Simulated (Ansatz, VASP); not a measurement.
## Two plane-wave programs on Pt

POSCAR

```
Pt
1.0
   -1.5295475929      1.5295475929      1.5295475929
    1.5295475929     -1.5295475929      1.5295475929
    1.5295475929      1.5295475929     -1.5295475929
Pt
1
Direct
    0.0000000000      0.0000000000      0.0000000000
```

INCAR.step1

```
SYSTEM = Pt
ALGO     = Normal         ! electronic algorithm
EDIFF    = 1E-4           ! SCF threshold, eV
ENCUT    = 520            ! plane-wave cutoff, eV
GGA      = PE             ! functional
ISMEAR   = -1             ! smearing method
LASPH    = .True.         ! aspherical terms in the spheres
LCHARG   = .False.        ! write CHGCAR
LREAL    = .False.        ! projectors in reciprocal space
LWAVE    = .True.         ! write WAVECAR
NBANDS   = 11             ! bands
NELM     = 80             ! most SCF steps
PREC     = Accurate       ! precision mode
SIGMA    = 0.1            ! smearing width, eV
```

INCAR.step2

```
SYSTEM = Pt
ALGO     = Normal         ! electronic algorithm
EDIFF    = 1E-6           ! SCF threshold, eV
ENCUT    = 520            ! plane-wave cutoff, eV
ISIF     = 2              ! what is computed and relaxed
ISMEAR   = -1             ! smearing method
ISTART   = 1            
LASPH    = .True.         ! aspherical terms in the spheres
LCHARG   = .False.        ! write CHGCAR
LMIXTAU  = .True.       
LREAL    = .False.        ! projectors in reciprocal space
LWAVE    = .False.        ! write WAVECAR
METAGGA  = R2SCAN         ! meta-GGA
NBANDS   = 11             ! bands
NELM     = 80             ! most SCF steps
PREC     = Accurate       ! precision mode
SIGMA    = 0.1            ! smearing width, eV
```

Contents of KPOINTS:

```
k-points
0
Gamma
  13 13 13
  0 0 0
```

Input for Ansatz:

```yaml
crystal:
  lattice:
    - [-1.5295475928799307, 1.5295475928799307, 1.5295475928799307]
    - [1.5295475928799307, -1.5295475928799307, 1.5295475928799307]
    - [1.5295475928799307, 1.5295475928799307, -1.5295475928799307]
  atoms:
    - { symbol: Pt, position: [0.0, 0.0, 0.0] }
basis:
  ecutwfc: 600.0
kpoints:
  mp_grid:
    grid: [13, 13, 13]
hamiltonian:
  xc: r2scan
  pseudopotentials:
    kind: paw
scf:
  occupations:
    method: fermi_dirac
    width: 0.1
output:
  stress: true
```

This isn't the form of Pt at room conditions, which is fcc.

Alike in both runs: task single point; functional r2SCAN; k mesh 13 × 13 × 13; occupations fermi-dirac, width 0.1 eV; no spin polarisation.

```csv
,VASP,Ansatz
version,VASP 6.6.1,Ansatz 0.2.0
potentials or method,"VASP PAW PBE potentials, release 64 (Pt)","plane waves, PAW"
plane-wave cutoff (eV),520,600
valence electrons in the cell,10,18
```

```tsv
	VASP	Ansatz	Ansatz less VASP
pressure (GPa)	26.3	25.2	-1.14
```

The functional is the same, so the differences come from potentials, cutoffs and numerics. The two sets of potentials don't hold the same shells in valence.

Caveats: so large a pressure means that the cell lies far from this level's equilibrium, or that cutoff or potentials fall short (VASP); the potentials were made for another functional, which shifts forces and pressure (VASP). The runs have no spin-orbit coupling, so splittings on Pt are missing.
